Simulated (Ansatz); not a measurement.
Bulk crystal (AlCo) after relaxation:

Space group Pm-3m (No. 221). a = 2.823 Å, b = 2.823 Å, c = 2.823 Å, α = 90.00°, β = 90.00°, γ = 90.00°
```
atom site symmetry x y z
  Al    1a m-3m  0.0000  0.0000  0.0000
  Co    1b m-3m  0.5000  0.5000  0.5000
```

Miller indices refer to the conventional cell of Pm-3m (No. 221), a = 2.823 Å, b = 2.823 Å, c = 2.823 Å, α = 90.00°, β = 90.00°, γ = 90.00°.

The (110) slab of 6 planes, 10.0 Å thick with 15 Å of vacuum as cut; outer planes AlCo (top) and AlCo (bottom).

These are results of Ansatz 0.2.0, DFT PBEsol, scalar-relativistic, plane waves, PAW, not measurements. Cutoff 420 eV; k points 12×9×1 on the computed 12-atom cell (Γ-centred); Gaussian smearing, width 0.10 eV; no spin polarisation. A dipole correction removes the field between periodic images along c.

With the atoms at the bulk's places:

For the slab as cut, the surface energy (mean of both faces) is 2.52 J/m² and the work function is 5.03 eV.

**Question.** What changes when all atoms relax within this surface cell and its symmetry?

**Answer.** The energy falls by 0.110 J/m² a face, and the largest move is 0.11 Å.

For the relaxed slab, the surface energy (mean of both faces) is 2.41 J/m². The work function is 4.95 eV.

```tsv
plane (bottom to top)	atoms	spacing to next, bulk (Å)	relaxed (Å)	change (%)	rumpling (Å)
1	AlCo	1.996	2.012	+0.8	0.196
2	AlCo	1.996	1.989	-0.3	0.019
3	AlCo	1.996	1.998	+0.1	0.014
4	AlCo	1.996	1.989	-0.3	0.014
5	AlCo	1.996	2.012	+0.8	0.019
6	AlCo				0.196
```